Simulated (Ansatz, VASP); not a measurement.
**TiC: VASP beside Ansatz**

INCAR

```
SYSTEM = TiC
  ALGO = Normal
  EDIFF = 1E-6
  ENCUT = 520
  ISIF = 2
  ISMEAR = -1
  LASPH = .True.
  LCHARG = .False.
  LREAL = .False.
  LWAVE = .False.
  NBANDS = 15
  NELM = 60
  PREC = Accurate
  SIGMA = 0.05
```

Contents of KPOINTS:

```
k-points
0
Gamma
  11 11 11
  0 0 0
```

The input POSCAR:

```
TiC
1.0
    3.0002655191      0.0000000000      0.0000000000
    1.5001327596      2.5983061577      0.0000000000
    1.5001327596      0.8661020526      2.4497065382
Ti C
1 1
Direct
    0.0000000000      0.0000000000      0.0000000000
    0.5000000000      0.5000000000      0.5000000000
```

File input.yaml:

```yaml
crystal:
  lattice:
    - [3.0002655191, 0.0, 0.0]
    - [1.5001327596, 2.5983061577, 0.0]
    - [1.5001327596, 0.8661020526, 2.4497065382]
  atoms:
    - { symbol: Ti, position: [0.0, 0.0, 0.0] }
    - { symbol: C, position: [0.5, 0.5, 0.5] }
kpoints:
  mp_grid: { grid: [11, 11, 11] }
scf:
  occupations: { method: fermi_dirac, width: 0.05 }
hamiltonian:
  xc: lda
  pseudopotentials: { kind: all_electron, lapw: { basis_error: 0.001 } }
output:
  forces: true
  stress: true
  eigenvalues: true
```

Change from the starting cell: volume scaled by 0.94.

Alike in both runs: task single point; functional LDA; k mesh 11 × 11 × 11; occupations fermi-dirac, width 0.05 eV; no spin polarisation.

```csv
,VASP,Ansatz
version,VASP 6.6.1,Ansatz 0.2.0
potentials or method,"VASP PAW LDA potentials, release 64 (Ti_sv, C)","all-electron LAPW, scalar-relativistic"
plane-wave cutoff (eV),520,see its input
```

VASP gave:

```
gap on the k mesh at the Fermi level (eV) : none
pressure (GPa)                            : 4.4
```

**Question.** Estimate Ansatz's values.

**Answer.** gap on the k mesh at the Fermi level (eV): none; pressure (GPa): 3.8.

A gap of «none» marks a metal or a gap that the smearing closes. Ansatz ran all-electron here, so the differences hold the error of VASP's frozen core and of both bases.
